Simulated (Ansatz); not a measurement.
# CO2: Core-level photoemission

Cell: a Materials Project structure (computed, not necessarily an observed phase), repeated to a supercell; a hole's nearest image is 7.4 Å away.

Space group Pbcn (No. 60); a = 4.7845, b = 6.3155, c = 5.6789 Å.

```csv
site,Wyckoff,site symmetry,x,y,z
C1,4c,.2.,0.5000,0.8530,0.2500
O9,8d,1,0.7010,0.1463,0.6336
```

One atom of each set is listed; the run and its k-mesh use a cell of 24 atoms with edges of 8.49, 7.43, 7.92 Å.

Computed with Ansatz: DFT, PBE, plane waves and PAW, scalar-relativistic, 420 eV cutoff, Γ-centred 3×3×3 k-points, fixed occupations.

Each value is a total-energy difference between the cell with one core hole and the ground state (ΔSCF), counted from the top of the valence band. The valence electrons get no spin in the cell with the hole, so they can't polarise against the unpaired core electron; that puts absolute values high, by some tenths of an eV and in some cases by about 1 eV. The periodic images are corrected with the calculated ε∞ = 2.25, 1.72, 2.02.

**Question.** Give the C 1s, O 1s lines of each distinct site.

**Answer.** 

```tsv
line	atom	first shell	E_B (eV)
C 1s	1	2 O at 1.17 Å, angle 180°	286.4
O 1s	9	1 C at 1.17 Å	530.3
```

The program doubts some values: the potential far from the hole hasn't levelled off; the cell is too small to check the potential alignment. Absolute PBE values can be off by an eV or more. Multiplets, satellites and widths aren't calculated.

The run took 2.3 min of wall time (2.2 min of CPU time) and 0.79 GiB at its peak, on 1 thread of Intel Xeon Platinum 8488C (Sapphire Rapids) (x86_64; 64 cores open to the job, memory cap 2.5 GiB, no GPU), a shared host with a load of 0.8 a core.
